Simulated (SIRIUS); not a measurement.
**HfC in SIRIUS: the effect of target pressure**

Crystal: HfC.

```xyz
2
Lattice="3.2880 0.0000 0.0000 1.6440 2.8475 0.0000 1.6440 0.9492 2.6847" Properties=species:S:1:pos:R:3 pbc="T T T"
Hf    3.2880    1.8984    1.3423
C     0.0000    0.0000    0.0000
```

Alike in all runs:

- Program: SIRIUS 7.12.0
- Task: relaxation of cell and atoms
- Functional: PBE
- Potentials or basis: PseudoDojo 0.4.1 PBE standard (scalar relativistic)
- Cutoff: 1127 eV
- Density cutoff: 4507 eV
- k mesh: 5 × 5 × 5
- Occupations: fermi-dirac, width 0.05 eV
- Spin: no spin polarisation

Each run relaxes the cell or the atoms first.

| target pressure | relaxed volume (Å³/atom) |
| --- | --- |
| 0 GPa | ? |
| 5 GPa | 12.37 |
| 10 GPa | 12.13 |
| 20 GPa | 11.72 |
| 30 GPa | 11.35 |

Problem. What does the run with target pressure 0 GPa give?

Solution. Relaxed volume 12.62 Å³/atom.

Worked out: In Murnaghan's law V^(-B') rises as a straight line in P. The other rows fit best with B' = 3.1, V0 = 12.62 Å³/atom and B0 = 239 GPa, which gives 12.62 Å³/atom at 0 GPa, against the run's 12.62.

Caveats: all runs use coarse meshes.
